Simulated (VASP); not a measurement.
ZnSe in VASP 6.6.1, single-point calculation

INCAR

```
ISMEAR = -1
ISPIN = 2
PREC = Accurate
ENCUT = 520
EDIFF = 1E-7
NBANDS = 16
MAGMOM = -3 -3
IBRION = -1
LREAL = .FALSE.
NELM = 120
LWAVE = .FALSE.
LASPH = .TRUE.
NSW = 0
GGA = PE
SIGMA = 0.02
ISIF = 2
LCHARG = .FALSE.
```

KPOINTS

```
KPOINTS created by Atomic Simulation Environment
0
Gamma
8 8 8
0 0 0
```

POSCAR

```
Zn Se
 1.0000000000000000
     0.0000000000000000    2.8324206844000002    2.7191238570000000
     2.8324206844000002    0.0000000000000000    2.7191238570000000
     2.8324206844000002    2.8324206844000002    0.0000000000000000
 Zn  Se
   1   1
Cartesian
  0.0000000000000000  0.0000000000000000  0.0000000000000000
  1.4162103421999999  1.4162103421999999  1.3595619284999998
```

The recommended PBE PAW datasets give the neutral cell 18 valence electrons.

Command

```
mpirun -np 1 vasp_std
```

**Question.** How does this run end, and what does it give?

**Answer.** It converged. Results: pressure 5.4 GPa; magnetic moment of the cell 0.00 μB.

OSZICAR

```
N       E                     dE             d eps       ncg     rms          rms(c)
DAV:   1     0.917387614628E+02    0.91739E+02   -0.90120E+03  3776   0.132E+03
DAV:   2     0.280449318612E+01   -0.88934E+02   -0.83474E+02  4272   0.258E+02
DAV:   3    -0.263778334768E+01   -0.54423E+01   -0.54218E+01  4608   0.619E+01
DAV:   4    -0.268042541381E+01   -0.42642E-01   -0.42637E-01  4688   0.582E+00
DAV:   5    -0.268062026184E+01   -0.19485E-03   -0.19485E-03  4712   0.359E-01    0.228E+01
DAV:   6    -0.568437464825E+01   -0.30038E+01   -0.14967E+00  4968   0.251E+01    0.927E+00
DAV:   7    -0.597603754706E+01   -0.29166E+00   -0.32560E-01  4056   0.631E+00    0.282E+00
DAV:   8    -0.597036677261E+01    0.56708E-02   -0.29820E-02  4104   0.147E+00    0.148E+00
DAV:   9    -0.596999208729E+01    0.37469E-03   -0.45220E-03  4952   0.757E-01    0.361E-01
DAV:  10    -0.597019938338E+01   -0.20730E-03   -0.14436E-03  4248   0.441E-01    0.886E-02
DAV:  11    -0.597033770607E+01   -0.13832E-03   -0.24682E-04  4568   0.157E-01    0.448E-02
DAV:  12    -0.597036204178E+01   -0.24336E-04   -0.25601E-05  4632   0.460E-02    0.294E-02
DAV:  13    -0.597037844827E+01   -0.16406E-04   -0.22243E-05  4448   0.283E-02    0.703E-03
DAV:  14    -0.597037958151E+01   -0.11332E-05   -0.18581E-06  4552   0.117E-02    0.262E-03
DAV:  15    -0.597037978102E+01   -0.19951E-06   -0.10273E-07  4224   0.253E-03    0.130E-03
DAV:  16    -0.597037990204E+01   -0.12102E-06   -0.15235E-07  4432   0.270E-03    0.579E-04
DAV:  17    -0.597037989876E+01    0.32826E-08   -0.94485E-09  3096   0.956E-04
   1 F= -.59703799E+01 E0= -.59703799E+01  d E =-.127082E-10  mag=    -0.0000
```

Standard output (part)

```
POSCAR found type information on POSCAR ZnSe
 POSCAR found :  2 types and       2 ions
 LDA part: xc-table for (Slater+PW92), standard interpolation
 POSCAR, INCAR and KPOINTS ok, starting setup
 WAVECAR not read
 entering main loop
```

For comparison, a separate PBE run of the intended cell, on usual settings and not on those above, gives a gap of 1.36 eV on its mesh and a pressure of 5.4 GPa.
